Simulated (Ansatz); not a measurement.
Pb under changes of volume

One of the cells (30.323 Å³/atom); the others are scaled copies at fixed shape and fractional positions:

```xyz
1
Lattice="0.0000 2.4750 2.4750 2.4750 0.0000 2.4750 2.4750 2.4750 0.0000" Properties=species:S:1:pos:R:3 pbc="T T T"
Pb    0.0000    0.0000    0.0000
```

```yaml
Program: Ansatz 0.2.0
Functional: PBE
Potentials_or_basis: all-electron LAPW, scalar-relativistic
Cutoff: 167 eV (chosen from the basis error)
Basis_error_allowed: 0.0005 eV/atom
k_mesh: 9 × 9 × 9
Occupations: fermi-dirac, width 0.05 eV
Spin: no spin polarisation
```

| volume (Å³/atom) | energy over the lowest point (meV/atom) | pressure (GPa) |
| --- | --- | --- |
| 28.503 | 55.94 | 6.0 |
| 29.110 | 35.80 | 4.6 |
| 29.716 | 20.69 | 3.4 |
| 30.323 | ? | ? |
| 30.929 | 3.42 | 1.3 |
| 31.535 | 0.21 | 0.4 |
| 32.142 | 0.00 | -0.3 |

What does the run at 30.323 Å³/atom give?

Energy over the lowest point 10.07 meV/atom; pressure 2.3 GPa.

Worked out: A Birch-Murnaghan fit of order 3 (a polynomial in V^(-2/3)) to the other rows has its minimum at 31.88 Å³/atom with B0 = V·E''(V) = 39 GPa and B' = 5.8. It gives 10.10 meV/atom at 30.323 Å³/atom, against the run's 10.07, and -dE/dV = 2.3 GPa, against 2.3.

Energies are extrapolated to zero smearing.
